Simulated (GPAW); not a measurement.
## AlCo: single point with PBE

Crystal: AlCo.

```
Co Al
1.0
     2.81940    0.00000    0.00000
     0.00000    2.81940    0.00000
     0.00000    0.00000    2.81940
Co Al
1 1
Direct
  0.51882 0.49351 0.49877
  0.99106 0.99358 0.99787
```

The cell is a database's computed one.

The cell isn't the ideal one: atoms moved at random, drawn with an rms of 0.05 Å.

```json
{"Program": "GPAW 26.7.0", "Task": "single point", "Functional": "PBE", "Potentials or basis": "GPAW PAW data sets (gpaw-data 1.2.1)", "Cutoff": "600 eV", "Basis": "pw", "k mesh": "9 × 9 × 9", "Occupations": "fermi-dirac, width 0.05 eV", "Spin": "collinear spin, ferromagnetic start", "Starting moments": "[2.0, 0.0] μB"}
```

The pressure is 7.8 GPa. The largest force is 0.662 eV/Å. The band gap on the k mesh is none (metal or under the smearing width). The net moment is 0.00 μB per cell.

Forces on the atoms (eV/Å):
```
Co  -0.661  0.002 -0.022
Al   0.662 -0.002  0.022
```

Stress tensor (GPa, compression positive):
```
7.53 0.00 0.04
0.00 7.97 0.00
0.04 0.00 7.97
```

Levels at points of the mesh, in eV from the Fermi level:
Spin up:
| k point | band 3 | band 4 | band 5 | band 6 | band 7 | band 8 | band 9 | band 10 |
| --- | --- | --- | --- | --- | --- | --- | --- | --- |
| (0.00, 0.00, 0.00) | -3.13 | -0.87 | -0.86 | -0.86 | 6.11 | 6.11 | 6.11 | 8.88 |
Spin down:
| k point | band 3 | band 4 | band 5 | band 6 | band 7 | band 8 | band 9 | band 10 |
| --- | --- | --- | --- | --- | --- | --- | --- | --- |
| (0.00, 0.00, 0.00) | -3.13 | -0.87 | -0.86 | -0.86 | 6.11 | 6.11 | 6.11 | 8.88 |

Run time: 2.4 min on 1 thread of Arm Neoverse V1 (shared host), peak memory 0.34 GiB.

Caveat: the starting moments collapsed, and a magnetic state may lie lower.
